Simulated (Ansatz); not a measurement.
Ba:

```
CELL_PARAMETERS angstrom
-4.13119 4.13119 3.83677
4.13119 -4.13119 3.83677
4.13119 4.13119 -3.83677
ATOMIC_POSITIONS crystal
Ba 0.68186 0.18186 0.86372
Ba 0.31814 0.81814 0.13628
Ba 0.18186 0.31814 0.50000
Ba 0.81814 0.68186 0.50000
```

This isn't the form of Ba at room conditions, which is bcc.

| Quantity | Value |
| --- | --- |
| Program | Ansatz 0.2.0 |
| Task | single point |
| Functional | PBE |
| Potentials or basis | Ansatz PAW |
| Cutoff | 420 eV (not typed: the program's choice for these potentials) |
| k mesh | 5 × 5 × 5 |
| Occupations | fermi-dirac, width 0.05 eV |
| Spin | no spin polarisation |

On this cell: pressure -0.2 GPa; largest force 0.105 eV/Å; band gap on the k mesh none (metal or under the smearing width).

The same run follows on a disturbed copy (atoms moved at random, drawn with an rms of 0.05 Å):

```
CELL_PARAMETERS angstrom
-4.13119 4.13119 3.83677
4.13119 -4.13119 3.83677
4.13119 4.13119 -3.83677
ATOMIC_POSITIONS crystal
Ba 0.68593 0.18387 0.86023
Ba 0.31307 0.81725 0.13769
Ba 0.18714 0.31898 0.50095
Ba 0.82686 0.69236 0.50884
```

Q: What does the disturbed cell give?

A: The energy (extrapolated to zero smearing) moves by +2.2 meV/atom; pressure -0.2 GPa; largest force 0.179 eV/Å; band gap on the k mesh none (metal or under the smearing width).

Forces on the atoms (eV/Å):
```
Ba   0.004 -0.032 -0.080
Ba   0.025  0.104  0.085
Ba   0.128 -0.123  0.024
Ba  -0.157  0.051 -0.029
```

Stress tensor (GPa, compression positive):
```
-0.12  0.00  0.02
 0.00 -0.11  0.01
 0.02  0.01 -0.23
```
